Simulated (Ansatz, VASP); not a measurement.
**Two plane-wave programs on Y**

```xyz
3
Lattice="5.6306 0.0000 0.0000 -2.8153 4.8762 0.0000 0.0000 0.0000 3.5149" Properties=species:S:1:pos:R:3 pbc="T T T"
Y     0.0000    0.0000    0.0000
Y     0.0000    3.2508    1.7574
Y     2.8153    1.6254    1.7574
```

Alike in both runs: task single point; functional PBEsol; k mesh 8 × 8 × 10; occupations fermi-dirac, width 0.1 eV; no spin polarisation.

```csv
,VASP,Ansatz
version,VASP 6.6.1,Ansatz 0.2.0
potentials or method,"VASP PAW PBE potentials, release 64 (Y_sv)","plane waves (420 eV) with PAW, scalar-relativistic"
plane-wave cutoff (eV),520,420
valence electrons in the cell,33,33
```

VASP gave:

* pressure (GPa): -1.6
* largest component of the traceless stress (GPa): 0.09

**Question.** What did Ansatz give for the same quantities?

**Answer.** Pressure (GPa): -1.5; largest component of the traceless stress (GPa): 0.10.

Ansatz warned: «pseudo_functional_mismatch».

Caveats: the PAW data sets were made with another functional, which shifts forces and pressure a little (VASP).
